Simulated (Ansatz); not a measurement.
## Rb: energy along a strain

Rb, I4/mmm, a = 5.909 Å, c = 5.462 Å (as given, not relaxed at this level: -0.1 GPa). This isn't the element's structure at ambient conditions. Ansatz: PBE, PAW, 420 eV, Γ-centred 12×12×12 mesh on 1 atom, Gaussian smearing 0.15 eV; no spin polarisation. Cell vectors (Å): -2.955 2.955 2.731; 2.955 -2.955 2.731; 2.955 2.955 -2.731. The cell is strained by x per cent times the pattern (0 1 0 0 0 0) in the order xx yy zz yz xz xy (engineering shears), with fractional coordinates held. y is the free energy over the start, V0 = 95.352 Å³/atom.

```
x (%) y (meV/atom)
-6.00             ?
-4.50         -1.74
-3.00         -1.53
-1.50         -0.94
 0.00          0.00
 1.50          1.27
 3.00          2.83
 4.50          4.66
 5.25          5.66
 6.00          6.72
```

Problem. Fit y = c1 x + c2 x² + c3 x³ to the other rows, get the stiffness along the pattern, and predict the missing energy.

Solution. Least squares on the rows shown. y = 0.7402 x + 0.07207 x² − 0.001460 x³. The clamped-ion stiffness p·C·p = 2 × 0.7207 eV × 160.2 / 95.352 Å³ = 2.4 GPa, which is C22 in these axes; c1 is there for the stress left in the start, which by itself gives a slope of 0.74 meV/atom per %. At x = -6.00 the fit asked for gives -1.53 meV/atom. The run gave -1.52 meV/atom, so the fit is 0.01 meV/atom too low, a small miss on the scale of the series.